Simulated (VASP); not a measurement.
# Mg (P6_3/mmc) in VASP: equation of state

Aim: energy against volume of Mg in PBE, for its equilibrium volume and stiffness.

All numbers are computed with VASP 6.6.1; they aren't measurements. Logs are shortened: lines on timing, memory, paths and dates and some standing lists are left out, and cuts for length are marked.

## 1. The structure

It takes space group P6_3/mmc (No. 194, hexagonal). The conventional cell has a = 3.209 Å, b = 3.209 Å, c = 5.210 Å, α = 90.00°, β = 90.00°, γ = 120.00°. Mg (site symmetry -6m2) is surrounded by 12 Mg at 3.20 to 3.21 Å.

## 2. Equation of state, PBE, 21.84 Å³/atom (volume scaled by 0.94)

Input file INCAR:

```
ALGO = Normal ; EDIFF = 1E-7
ENCUT = 520 ; GGA = PE
ISIF = 2 ; ISMEAR = -1
LASPH = True ; LCHARG = False
LREAL = False ; LWAVE = False
NBANDS = 9 ; NELM = 80
PREC = Accurate ; SIGMA = 0.05
```

Input file KPOINTS:

```
k-points
0
Gamma
  10 10 5
```

Input file POSCAR:

```
Mg
1.0
    3.1437856987      0.0000000000      0.0000000000
   -1.5718928494      2.7225982792      0.0000000000
    0.0000000000      0.0000000000      5.1039375022
Mg
2
Direct
    0.6666666667      0.3333333333      0.7500000000
    0.3333333333      0.6666666667      0.2500000000
```

Potentials or basis: VASP PAW PBE potentials, release 64 (Mg).

On the command line:

```
> cat potpaw_PBE.64/Mg/POTCAR > POTCAR
> mpirun -np 1 vasp_std > vasp.out
```

OUTCAR:

```text
EDIFF = 1E-7
   ENCUT = 520
   GGA = PE
   ISIF = 2
   ISMEAR = -1
   LASPH = True
   LREAL = False
   NELM = 80
   PREC = Accurate

 ion  position               nearest neighbor table
   1  0.667  0.333  0.750-   2 3.13   2 3.13   2 3.13   2 3.13   2 3.13   2 3.13
   2  0.333  0.667  0.250-   1 3.13   1 3.13   1 3.13   1 3.13   1 3.13   1 3.13

  LATTYP: Found a hexagonal cell.
 ALAT       =     3.1437856987
 C/A-ratio  =     1.6235004518

  Lattice vectors:

 A1 = (   3.1437856987,   0.0000000000,   0.0000000000)
 A2 = (  -1.5718928494,   2.7225982792,   0.0000000000)
 A3 = (   0.0000000000,   0.0000000000,   5.1039375022)

Analysis of symmetry for initial positions (statically):
=====================================================================
 Subroutine PRICEL returns:
 Original cell was already a primitive cell.

 Routine SETGRP: Setting up the symmetry group for a
 hexagonal supercell.

 Subroutine GETGRP returns: Found 24 space group operations
 (whereof 12 operations were pure point group operations)
 out of a pool of 24 trial point group operations.

The static configuration has the point symmetry D_3d.
 The point group associated with its full space group is D_6h.

Analysis of symmetry for dynamics (positions and initial velocities):
=====================================================================
 Subroutine PRICEL returns:
 Original cell was already a primitive cell.

 Routine SETGRP: Setting up the symmetry group for a
 hexagonal supercell.

 Subroutine GETGRP returns: Found 24 space group operations
 (whereof 12 operations were pure point group operations)
 out of a pool of 24 trial point group operations.

The dynamic configuration has the point symmetry D_3d.
 The point group associated with its full space group is D_6h.

 Subroutine INISYM returns: Found 24 space group operations
 (whereof 12 operations are pure point group operations),
 and found     1 'primitive' translations

----------------------------------------------------------------------------------------

                                     Primitive cell

  volume of cell :      43.6860

  direct lattice vectors                    reciprocal lattice vectors
     3.143785699  0.000000000  0.000000000     0.318087839  0.183648100  0.000000000
    -1.571892849  2.722598279  0.000000000     0.000000000  0.367296199  0.000000000
     0.000000000  0.000000000  5.103937502     0.000000000  0.000000000  0.195927164

  length of vectors
     3.143785699  3.143785699  5.103937502     0.367296199  0.367296199  0.195927164

  position of ions in fractional coordinates (direct lattice)
     0.666666667  0.333333333  0.750000000
     0.333333333  0.666666667  0.250000000

  ion indices of the primitive-cell ions
   primitive index   ion index
                 1           1
                 2           2

----------------------------------------------------------------------------------------

 KPOINTS: k-points

Automatic generation of k-mesh.
 Grid dimensions read from file:
 generate k-points for:   10   10    5

 Generating k-lattice:

  Cartesian coordinates                     Fractional coordinates (reciprocal lattice)
     0.031808784  0.018364810  0.000000000     0.100000000  0.000000000  0.000000000
     0.000000000  0.036729620  0.000000000     0.000000000  0.100000000  0.000000000
     0.000000000  0.000000000  0.039185433     0.000000000  0.000000000  0.200000000

  Length of vectors
     0.036729620  0.036729620  0.039185433

  Shift w.r.t. Gamma in fractional coordinates (k-lattice)
     0.000000000  0.000000000  0.000000000

 Subroutine IBZKPT returns following result:
 ===========================================

 Found     42 irreducible k-points:

 Following reciprocal coordinates:
            Coordinates               Weight
  0.000000  0.000000  0.000000      1.000000
  0.100000 -0.000000  0.000000      6.000000
  0.200000 -0.000000  0.000000      6.000000
  0.300000  0.000000  0.000000      6.000000
  0.400000  0.000000  0.000000      6.000000
  0.500000  0.000000  0.000000      3.000000
[... 34 lines left out ...]
  0.400000  0.200000  0.400000     12.000000
  0.300000  0.300000  0.400000     12.000000
   k-points           NKPTS =     42   k-points in BZ     NKDIM =     42   number of bands    NBANDS=      9
   number of dos      NEDOS =    301   number of ions     NIONS =      2
   total plane-waves  NPLWV =  23040
   dimension x,y,z NGX =    24 NGY =   24 NGZ =   40
   dimension x,y,z NGXF=    48 NGYF=   48 NGZF=   80
   ions per type =               2
   NGX,Y,Z   is equivalent  to a cutoff of  12.69, 12.69, 13.03 a.u.
   NGXF,Y,Z  is equivalent  to a cutoff of  25.38, 25.38, 26.06 a.u.
 SYSTEM =  unknown system
   PREC   = accura    normal or accurate (medium, high low for compatibility)
   ISTART =      0    job   : 0-new  1-cont  2-samecut
   ICHARG =      2    charge: 1-file 2-atom 10-const
   ISPIN  =      1    spin polarized calculation?
   LNONCOLLINEAR =      F non collinear calculations
   LSORBIT =      F    spin-orbit coupling
   LASPH  =      T    aspherical Exc in radial PAW
   ENCUT  =  520.0 eV  38.22 Ry    6.18 a.u.   5.85  5.85  9.49*2*pi/ulx,y,z
   NELM   =     80;   NELMIN=  2; NELMDL= -5     # of ELM steps
   EDIFF  = 0.1E-06   stopping-criterion for ELM
   LREAL  =      F    real-space projection
   EDIFFG = 0.1E-05   stopping-criterion for IOM
   NSW    =      0    number of steps for IOM
   IBRION =     -1    ionic relax: 0-MD 1-quasi-New 2-CG
   NFREE  =      0    steps in history (QN), initial steepest desc. (CG)
   ISIF   =      2    stress and relaxation
   ISYM   =      2    0-nonsym 1-usesym 2-fastsym
   POTIM  = 0.5000    time-step for ionic-motion
   TEBEG  =    0.0;   TEEND  =   0.0 temperature during run
   PSTRESS=    0.0 pullay stress
   NELECT =       4.0000    total number of electrons
   NUPDOWN=      -1.0000    fix difference up-down
   EMIN   =  10.00;   EMAX   =-10.00  energy-range for DOS
   EFERMI =   0.00;   METHOD = LEGACY
   ISMEAR =    -1;   SIGMA  =   0.05  broadening in eV -4-tet -1-fermi 0-gaus
   EFERMI_NEDOS =   21; number of points for ismear=-14 and -15
   IALGO  =     38    algorithm
   IMIX   =      4    mixing-type and parameters
     AMIX     =   0.40;   BMIX     =  1.00
     AMIX_MAG =   1.60;   BMIX_MAG =  1.00
  volume/ion in A,a.u.               =      21.84       147.40
  Fermi-wavevector in a.u.,A,eV,Ry     =   0.737872  1.394375  7.407756  0.544455
  Thomas-Fermi vector in A             =   1.831658
   LORBIT       =      0    0 simple, 1 ext, 2 COOP (PROOUT), +10 PAW based schemes
   GGA     = PE    functional components
   LHFCALC =     F    Hartree Fock is set to
   AEXX    =    0.0000 exact exchange contribution
   IVDW    =     0    specifies the selected vdW correction
   LEPSILON=     F    determine dielectric tensor
   LRPA    =     F    only Hartree local field effects (RPA)
 non-spin polarized calculation
  energy-cutoff  :      520.00
  volume of cell :       43.69
 maximum number of plane-waves:      1189
 NGX is ok and might be reduce to    24
   NGX = 11   NGY = 11   NGZ = 19

 number of electron       4.0000000 magnetization

 Free energy of the ion-electron system (eV)
  ---------------------------------------------------
  ext. energy  EPLUGINS =         0.00000000
  ---------------------------------------------------
  free energy    TOTEN  =        -2.99534875 eV

  energy without entropy =       -2.98435990  energy(sigma->0) =       -2.98985433

 E-fermi :   2.9273     XC(G=0):  -8.6462

 val. band max:        2.8987819408   @ k =   0.4000   0.1000   0.4000
 cond. band min:       2.9387695293   @ k =   0.3000   0.3000   0.0000
 fundamental gap:      0.0399875885
 Fermi energy:         2.9272993741

 k-point     1 :       0.0000    0.0000    0.0000
  band No.  band energies     occupation
      1      -4.2504      2.00000
      2       1.1329      2.00000
      3       1.6589      2.00000
      4      14.1282      0.00000
      5      14.1282      0.00000
      6      14.3453      0.00000
      7      14.3453      0.00000
      8      15.0204      0.00000
      9      16.7879      0.00000

 k-point     2 :       0.1000   -0.0000    0.0000
  band No.  band energies     occupation
      1      -4.0470      2.00000
      2       1.3178      2.00000
      3       1.8554      2.00000
      4      11.2993      0.00000
      5      12.7248      0.00000
      6      13.5036      0.00000
      7      15.9609      0.00000
      8      15.9839      0.00000
      9      16.1043      0.00000

 k-point     3 :       0.2000   -0.0000    0.0000
  band No.  band energies     occupation
      1      -3.4393      2.00000
      2       1.8732      2.00000
      3       2.4315      1.99990
      4       8.2460      0.00000
      5      11.5481      0.00000
      6      11.9291      0.00000
      7      13.0606      0.00000
      8      14.4931      0.00000
      9      16.1285      0.00000

 k-point     4 :       0.3000    0.0000    0.0000
  band No.  band energies     occupation
      1      -2.4356      2.00000
      2       2.8005      1.85323
      3       3.2898      0.00142
      4       5.5673      0.00000
      5      10.2170      0.00000
      6      10.2784      0.00000
      7      10.7084      0.00000
      8      12.8179      0.00000
      9      15.1718      0.00000
[... 397 lines left out ...]
 k-point    38 :       0.4000    0.1000    0.4000
  band No.  band energies     occupation
      1       0.7935      2.00000
      2       1.7935      2.00000
      3       2.8988      1.27769
      4       3.8774      0.00000
      5       8.3887      0.00000
      6       9.3923      0.00000
      7      10.9269      0.00000
      8      12.4634      0.00000
      9      13.5117      0.00000

 k-point    39 :       0.2000    0.2000    0.4000
  band No.  band energies     occupation
      1      -0.9409      2.00000
      2       0.1661      2.00000
      3       6.5102      0.00000
      4       6.6206      0.00000
      5       7.6439      0.00000
      6       8.0564      0.00000
      7       9.5693      0.00000
      8      12.3093      0.00000
      9      16.1721      0.00000

 k-point    40 :       0.3000    0.2000    0.4000
  band No.  band energies     occupation
      1       0.4167      2.00000
      2       1.4889      2.00000
      3       4.2879      0.00000
      4       5.2082      0.00000
      5       6.4233      0.00000
      6       7.3487      0.00000
      7      10.5383      0.00000
      8      13.4632      0.00000
      9      14.0735      0.00000

 [... further k-points ...]
[... 5 lines left out ...]
  --------------------------------------------------------------------------------------
  -------------------------------------------------------------------------------------
  Total        0.4199715      0.4199715      0.7092866     -0.0000000      0.0000000      0.0000000
  in kB       15.4024056     15.4024056     26.0130037     -0.0000000      0.0000000      0.0000000
  external PRESSURE =      18.9392716 kB  Pullay stress =       0.0000000 kB

 VOLUME and BASIS-vectors are now :
 -----------------------------------------------------------------------------
  energy-cutoff  :      520.00
  volume of cell :       43.69
      direct lattice vectors                 reciprocal lattice vectors
     3.143785699  0.000000000  0.000000000     0.318087839  0.183648100  0.000000000
    -1.571892849  2.722598279  0.000000000     0.000000000  0.367296199  0.000000000
     0.000000000  0.000000000  5.103937502     0.000000000  0.000000000  0.195927164

 POSITION                                       TOTAL-FORCE (eV/Angst)
 -----------------------------------------------------------------------------------
      1.57189      0.90753      3.82795        -0.000000      0.000000      0.000000
     -0.00000      1.81507      1.27598         0.000000      0.000000      0.000000
 -----------------------------------------------------------------------------------
    total drift:                                0.000000     -0.000000      0.000000

  FREE ENERGIE OF THE ION-ELECTRON SYSTEM (eV)
  ---------------------------------------------------
  free  energy   TOTEN  =        -2.9953487519 eV

  energy  without entropy=       -2.9843599044  energy(sigma->0) =       -2.98985433
```

Wall time 10 s (1 thread of Intel Xeon Platinum 8488C (Sapphire Rapids), shared host); peak memory 0.16 GiB.

What came out:

| Property | Result |
| --- | --- |
| Free energy | -2.9953 eV |
| Pressure | 1.9 GPa |
| Band gap on the k mesh | none (metal or under the smearing width) |

## 3. Equation of state, PBE, 22.31 Å³/atom (volume scaled by 0.96)

Input file INCAR:

```
SYSTEM = Mg
PREC = Accurate
ENCUT = 520
EDIFF = 1E-7
ISMEAR = -1
SIGMA = 0.05
LREAL = .FALSE.
LASPH = .TRUE.
NELM = 100
ALGO = Normal
ISIF = 2
LWAVE = .FALSE.
LCHARG = .FALSE.
GGA = PE
NBANDS = 9
```

Input file KPOINTS:

```
regular mesh
0
G
  10 10 5
  0 0 0
```

Input file POSCAR:

```
Mg
1.0
    3.1659257641      0.0000000000      0.0000000000
   -1.5829628820      2.7417721382      0.0000000000
    0.0000000000      0.0000000000      5.1398819084
Mg
2
Direct
    0.6666666667      0.3333333333      0.7500000000
    0.3333333333      0.6666666667      0.2500000000
```

Potentials or basis: VASP PAW PBE potentials, release 64 (Mg).

On the command line:

```
> cat potpaw_PBE.64/Mg/POTCAR > POTCAR
> mpirun -np 1 vasp_std > vasp.out
```

Wall time 9.8 s (1 thread of Intel Xeon Platinum 8488C (Sapphire Rapids), shared host); peak memory 0.15 GiB.

It converged, with:

| Item | Value |
| --- | --- |
| Free energy | -3.0037 eV |
| Pressure | 1.0 GPa |
| Band gap on the k mesh | none (metal or under the smearing width) |

(Part 1 of 2 ends here.)
